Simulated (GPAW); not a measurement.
# Sb (R-3m) in GPAW: single point with PBE

Aim: the single point of Sb with PBE.

Program: GPAW 26.7.0. These are calculated values, not measurements. Logs are shortened: lines on timing, memory, paths and dates and some standing lists are left out, and cuts for length are marked. The log counts tension as positive stress, the text compression.

## 1. The structure

The structure is trigonal, space group R-3m (No. 166). Conventional cell: a = 4.308 Å, b = 4.308 Å, c = 11.274 Å, α = 90.00°, β = 90.00°, γ = 120.00°. Sb (site symmetry 3m) has 3 Sb at 2.91 Å as nearest neighbours.

## 2. Single point, PBE

The input, run.py:

```python
from ase import Atoms
from ase.dft.bandgap import bandgap
from ase.io import write
from ase.units import GPa
from gpaw import GPAW, PW

atoms = Atoms(['Sb', 'Sb'],
              cell=[[2.1542, 1.2437279499, 3.758],
                    [-2.1542, 1.2437279499, 3.758],
                    [0.0, -2.4874558998, 3.758]],
              scaled_positions=[[0.76651, 0.76651, 0.76651],
                                [0.23349, 0.23349, 0.23349]],
              pbc=True)

calc = GPAW(mode=PW(600),
            xc='PBE',
            kpts={'size': (8, 8, 8), 'gamma': True},
            occupations={'name': 'methfessel-paxton', 'order': 0, 'width': 0.011},
            nbands=25,
            convergence={'density': 1e-05, 'energy': 1e-05},
            maxiter=150,
            txt='gpaw.txt')
atoms.calc = calc
energy = atoms.get_potential_energy()
forces = atoms.get_forces()
stress = atoms.get_stress()
calc.write('gs.gpw')
write('result.traj', atoms)
print(f'Energy: {energy:.6f} eV')
print('Forces (eV/A):')
print(forces.round(4))
print('Stress (GPa):', (stress / GPa).round(3))
print('Fermi level:', round(calc.get_fermi_level(), 4), 'eV')
print(f'Gap: {bandgap(calc)[0]:.4f} eV, direct: {bandgap(calc, direct=True)[0]:.4f} eV')
```

Potentials or basis: GPAW PAW data sets (gpaw-data 1.2.1), pw.

Launch:

```bash
> OMP_NUM_THREADS=1 python run.py
```

gpaw.txt:

```text
__  _  _
 | _ |_)|_||  |
 |__||  | ||/\| - 26.7.0

Input parameters:
  mode=PW(ecut=600.0),
  convergence={'density': 1e-05, 'energy': 1e-05},
  kpts=MonkhorstPack(size=(8, 8, 8), gamma=True),
  maxiter=150,
  nbands=25,
  occupations=Occupations(name='methfessel-paxton', order=0, width=0.011),
  xc=XC(name='PBE')

Diagonalizing LCAO Hamiltonian
Converting LCAO to pw mode

       Sb

       Sb

Atoms  # Å, Bohr magnetons
|   | symbol |         x |         y |        z |    initial magnetic moments |
|---|--------|-----------|-----------|----------|-----------------------------|
| 0 |     Sb |  0.000000 | -0.000000 | 8.641634 | ( 0.0000,  0.0000,  0.0000) |
| 1 |     Sb | -0.000000 | -0.000000 | 2.632366 | ( 0.0000,  0.0000,  0.0000) |

Unit cell  # Å
| periodic |         x |         y |        z |  lengths |    angles |
|----------|-----------|-----------|----------|----------|-----------|
|      yes |  2.154200 |  1.243728 | 3.758000 | 4.506662 | 57.110173 |
|      yes | -2.154200 |  1.243728 | 3.758000 | 4.506662 | 57.110173 |
|      yes |  0.000000 | -2.487456 | 3.758000 | 4.506662 | 57.110173 |

Number of symmetries: 12
Symmetry operations  # r_c * U_cc + t_c -> r_c
|    | kind |            matrix            |
|----|------|------------------------------|
|  0 |  E   |  1, 0, 0,  0, 1, 0,  0, 0, 1 |
|  1 |  σ   |  1, 0, 0,  0, 0, 1,  0, 1, 0 |
|  2 |  σ   |  0, 1, 0,  1, 0, 0,  0, 0, 1 |
|  3 |  C3  |  0, 1, 0,  0, 0, 1,  1, 0, 0 |
|  4 |  C3  |  0, 0, 1,  1, 0, 0,  0, 1, 0 |
|  5 |  σ   |  0, 0, 1,  0, 1, 0,  1, 0, 0 |
|  6 |  C2  |  0, 0,-1,  0,-1, 0, -1, 0, 0 |
|  7 |  S6  |  0, 0,-1, -1, 0, 0,  0,-1, 0 |
|  8 |  S6  |  0,-1, 0,  0, 0,-1, -1, 0, 0 |
|  9 |  C2  |  0,-1, 0, -1, 0, 0,  0, 0,-1 |
| 10 |  C2  | -1, 0, 0,  0, 0,-1,  0,-1, 0 |
| 11 |  i   | -1, 0, 0,  0,-1, 0,  0, 0,-1 |

BZ-sampling:
  Number of BZ points: 512
  Number of IBZ points: 65

  Monkhorst-Pack size: [8, 8, 8]
  Monkhorst-Pack shift: [0.0625, 0.0625, 0.0625]

K-points  # in reciprocal-cell coordinates
|     |                                coordinates |     weight |
|-----|--------------------------------------------|------------|
|   0 | (  0.00000000,   0.00000000,   0.00000000) | 0.00195312 |
|   1 | (  0.12500000,   0.00000000,  -0.12500000) | 0.01171875 |
|   2 | (  0.12500000,   0.00000000,   0.00000000) | 0.01171875 |
|   3 | (  0.12500000,   0.12500000,  -0.12500000) | 0.01171875 |
|   4 | (  0.12500000,   0.12500000,   0.00000000) | 0.01171875 |
|   5 | (  0.12500000,   0.12500000,   0.12500000) | 0.00390625 |
|   6 | (  0.25000000,  -0.12500000,  -0.12500000) | 0.01171875 |
|   7 | (  0.25000000,   0.00000000,  -0.25000000) | 0.01171875 |
|   8 | (  0.25000000,   0.00000000,  -0.12500000) | 0.02343750 |
|   9 | (  0.25000000,   0.00000000,   0.00000000) | 0.01171875 |
| ... |                                            |            |
|  64 | (  0.50000000,   0.50000000,   0.50000000) | 0.00195312 |

Plane wave coefficients: 2032
Cutoff: 600.0 eV

Spin-components: 1 (collinear spins)
Bands:           25
Projectors:      12
Spin-degeneracy: 2
Datatype:        complex128

Parallelization:
  kpt:    1
  domain: 1
  band:   1

Density:
  Valence electrons: 30.0
  Components: 1
  Grid points: [27 27 27]
  Charge: 0.0  # |e|

Potential:
  Grid points: [27 27 27]

species:
  Sb:
    name:    Antimony
    Z:       51.0
    valence: 15
    core:    36
    charge:  0.0  # [|e|]
    compensation charges:
      type: gauss
      rc: 0.36  # [Å]
      lmax: 2
    cutoffs:
      filter: 2.23  # [Å]
      core: 2.23  # [Å]
    projectors
    | kind |    occ | energy [eV] | rcut [Å] |
    |------|--------|-------------|----------|
    |   5s |  2.000 |     -12.815 |    1.154 |
    |   5p |  3.000 |      -4.830 |    1.233 |
    |   4d | 10.000 |     -33.514 |    1.196 |
    |    s |        |      14.396 |    1.154 |
    |    p |        |      22.381 |    1.233 |
    |    d |        |      -6.303 |    1.196 |

    Using partial waves for Sb as LCAO basis

Reference energy: -352563.116496  # eV

eigensolver:
  PPCG
  Converge bands: occupied
  niter=2

density mixing:
  MSR1-Mixer
  Pratt-step length: 0.05
  Maximum mixing coefficient: 0.75
  Old densities: 10
  SVD Regularization: 0.005
  Good broyden scale: 1.0
  Trust region scale: 1.0
  Backstep threshold: 4.0
  History deletion threshold: 6.0
  Fourier metric: weight=20.0, sigma=0.015

occupation numbers:
  Methfessel-Paxton:
    width: 0.0110  # eV
    order: 0

poisson solver:
  ecut: 4800.0  # eV

xc functional:
  name: PBE with 2 nearest neighbor stencil

convergence criteria:
- Maximum integral of absolute [dens]ity change: 1e-05 electrons / valence electron
- Maximum [total energy] change in last 3 cyles: 1e-05 eV / valence electron
- Maximum integral of absolute [eigenst]ate change: 4e-08 eV^2 / valence electron
maximum number of iterations: 150

SCF iterations
|iter     | |      energy | eigst |  dens |
|---------|-|-------------|-------|-------|
|iter:   1| |   -8.797965 | +0.40 |       |
|iter:   2| |   -8.806063 | -1.95 | -1.68 |
|iter:   3| |   -8.807529 | -2.74 | -1.70 |
|iter:   4| |   -8.809113 | -3.29 | -2.21 |
|iter:   5| |   -8.809330 | -4.51 | -2.96 |
|iter:   6| |   -8.809365c| -5.56 | -3.45 |
|iter:   7| |   -8.809367c| -6.81 | -4.30 |
|iter:   8| |   -8.809367c| -7.48c| -4.80 |
|iter:   9| |   -8.809367c| -7.86c| -5.91c|

Converged in 9 steps
Energy contributions relative to reference atoms: (reference = -352563.116496)

Energy contributions:
  Kinetic:           2.393746
  Coulomb:          -3.516205
  Zero:              0.360596
  External:          0.000000
  Xc:               -8.047467
  Entropy:          -0.000073
  Spinorbit:         0.000000
  ----------------------------
  Free energy:      -8.809403
  Extrapolated:     -8.809367

dipole moment: (-0.000000, 0.000000, -0.000002)  # |e|*Ang

Fermi level: 7.034
Eigenvalues  # (at kpt = [0.000, 0.000, 0.000])
| band index |      eig [eV] | occ [0-2] |
|------------|---------------|-----------|
|          0 |       -22.529 |     2.000 |
|        ... |               |           |
|          7 |       -22.325 |     2.000 |
|          8 |       -22.249 |     2.000 |
|          9 |       -22.249 |     2.000 |
|         10 |        -5.767 |     2.000 |
|         11 |         2.141 |     2.000 |
|         12 |         4.866 |     2.000 |
[... 8 lines left out ...]
|         21 |        13.564 |     0.000 |
|         22 |        13.977 |     0.000 |
|        ... |               |           |
|         24 |        14.679 |     0.000 |

No gap
No difference between direct/indirect transitions

Forces  # eV/Ang
|       x |       y |        z |
|---------|---------|----------|
| 0.00000 | 0.00000 | -0.12448 |  # Sb   0
| 0.00000 | 0.00000 |  0.12448 |  # Sb   1

Stress tensor  # eV/Ang^3
|         x |         y |         z |
|-----------|-----------|-----------|
| -0.016381 | -0.000000 | -0.000000 |
| -0.000000 | -0.016381 |  0.000000 |
| -0.000000 |  0.000000 | -0.012174 |

# Writing to gs.gpw (mode='')
```

Run time: 1.9 min. Hardware: 1 thread of Intel Xeon Platinum 8259CL at 2.50GHz (Skylake/Cascade Lake), shared host; peak memory 0.22 GiB.

Results:

* Free energy: -8.8094 eV
* Pressure: 2.4 GPa
* Largest force: 0.124 eV/Å
* Band gap on the k mesh: none (metal or under the smearing width)

Forces in eV/Å, atoms in the order of the input:
```
Sb   0.000  0.000 -0.124
Sb   0.000  0.000  0.124
```

Stress tensor (GPa, compression positive):
```
2.62 0.00 0.00
0.00 2.62 0.00
0.00 0.00 1.95
```

Levels at points of the mesh, in eV from the Fermi level:
```csv
k point,band 12,band 13,band 14,band 15,band 16,band 17,band 18,band 19
"(0.00, 0.00, 0.00)",-4.89,-2.17,-1.90,-1.90,1.98,2.60,2.60,5.05
"(0.50, 0.00, 0.00)",-9.72,-2.04,-1.93,-0.39,-0.30,0.10,0.40,7.53
"(0.50, 0.50, 0.00)",-8.08,-5.53,-3.85,-3.76,1.44,4.83,5.42,6.83
"(0.50, 0.50, 0.50)",-9.07,-1.42,-1.42,-0.56,0.03,0.03,1.02,6.94
```

The run has no spin-orbit coupling, so splittings on Sb are missing.
